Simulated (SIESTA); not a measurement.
# AlN: equation of state with LDA

AlN:

```
Al N
1.0
     3.31212    0.00000    0.00000
    -1.65606    2.86838    0.00000
     0.00000    0.00000    4.18756
Al N
2 2
Direct
  0.66667 0.33333 0.25000
  0.33333 0.66667 0.75000
  0.66667 0.33333 0.75000
  0.33333 0.66667 0.25000
```

Measurements of this composition are mostly on another form, of space group No. 186.

```
Program             : SIESTA 5.4.2
Task                : equation of state
Functional          : LDA
Potentials or basis : PseudoDojo 0.4 standard (LDA files)
Basis               : DZP (energy shift 0.003 Ry)
Grid cutoff         : 800 Ry
Energy shift        : 0.003 Ry
k mesh              : 9 × 9 × 7
Occupations         : fermi-dirac, width 0.05 eV
Spin                : no spin polarisation
```

```
Equilibrium volume                        : 9.61 Å³/atom
Bulk modulus at fixed shape and positions : 214 GPa
Pressure derivative of the bulk modulus   : 3.7
```

Energy against volume, from the lowest point:
| volume (Å³/atom) | energy (meV/atom) |
| --- | --- |
| 9.349 | 4.77 |
| 9.548 | 0.00 |
| 9.747 | 0.91 |
| 9.946 | 6.98 |
| 10.145 | 17.74 |
| 10.344 | 32.74 |
| 10.543 | 51.61 |

All runs of the series together: 19 min on 1 thread of Arm Neoverse V2 (shared host).

Caveat: the cell was scaled at fixed shape and fractional positions, which overstates the stiffness of a crystal with free parameters, most of all of layers and chains; the basis of atomic orbitals isn't converged, which shifts pressures, moduli and gaps.
